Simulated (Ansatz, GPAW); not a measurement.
This is a calculation of CuI (Marshite) for Ansatz 0.2.0. 

The input input.yaml:

```yaml
crystal:
  lattice:
    - [0.0, 3.0315, 3.0315]
    - [3.0315, 0.0, 3.0315]
    - [3.0315, 3.0315, 0.0]
  atoms:
    - { symbol: I, position: [0.0, 0.0, 0.0] }
    - { symbol: Cu, position: [0.75, 0.75, 0.75] }
kpoints:
  mp_grid: { grid: [8, 8, 8] }
scf:
  occupations: { method: gaussian, width: 0.015 }
hamiltonian:
  xc: pbe
  pseudopotentials: { kind: all_electron, lapw: { basis_error: 0.001 } }
output:
  forces: true
  stress: true
  eigenvalues: true
```

Potentials or basis: all-electron LAPW, scalar-relativistic.

Run with:

```bash
$ ansatz run input.yaml --threads 1 --pin off --max-ram 3072MiB --backend cpu --events-out ev --progress --plain --runs-dir out
```

Q: Translate it to GPAW 26.7.0 (ASE script). Potentials or basis there: GPAW PAW data sets (gpaw-data 1.2.1), cutoff 600 eV.

A: As run (cutoffs and basis follow the program's own potentials, and thresholds, step limits or extra output files can differ):

The input run.py:

```python
from ase.dft.bandgap import bandgap
from ase.io import read, write
from ase.units import GPa
from gpaw import GPAW, PW

atoms = read('CuI.xyz')

calc = GPAW(mode=PW(600),
            xc='PBE',
            kpts={'size': (8, 8, 8), 'gamma': True},
            occupations={'name': 'methfessel-paxton', 'order': 0, 'width': 0.015},
            nbands=19,
            convergence={'density': 1e-05, 'energy': 1e-05},
            maxiter=150,
            txt='gpaw.txt')
atoms.calc = calc
energy = atoms.get_potential_energy()
forces = atoms.get_forces()
stress = atoms.get_stress()
calc.write('gs.gpw')
write('result.traj', atoms)
print(f'Energy: {energy:.6f} eV')
print('Forces (eV/A):')
print(forces.round(4))
print('Stress (GPa):', (stress / GPa).round(3))
print('Fermi level:', round(calc.get_fermi_level(), 4), 'eV')
print(f'Gap: {bandgap(calc)[0]:.4f} eV, direct: {bandgap(calc, direct=True)[0]:.4f} eV')
```

File CuI.xyz:

```xyz
2
Lattice="0.0000000000 3.0315000000 3.0315000000 3.0315000000 0.0000000000 3.0315000000 3.0315000000 3.0315000000 0.0000000000" Properties=species:S:1:pos:R:3 pbc="T T T"
I      0.0000000000      0.0000000000      0.0000000000
Cu     4.5472500000      4.5472500000      4.5472500000
```

Potentials or basis: GPAW PAW data sets (gpaw-data 1.2.1), pw.

The run is started by

```bash
$ OMP_NUM_THREADS=1 python run.py
```

Both were run:

|  | Ansatz | GPAW |
| --- | --- | --- |
| Pressure | 0.3 GPa | 0.9 GPa |

Where Ansatz's input types no cutoff or centring, it takes its own default and a Γ-centred mesh.

Pressure is positive in compression.
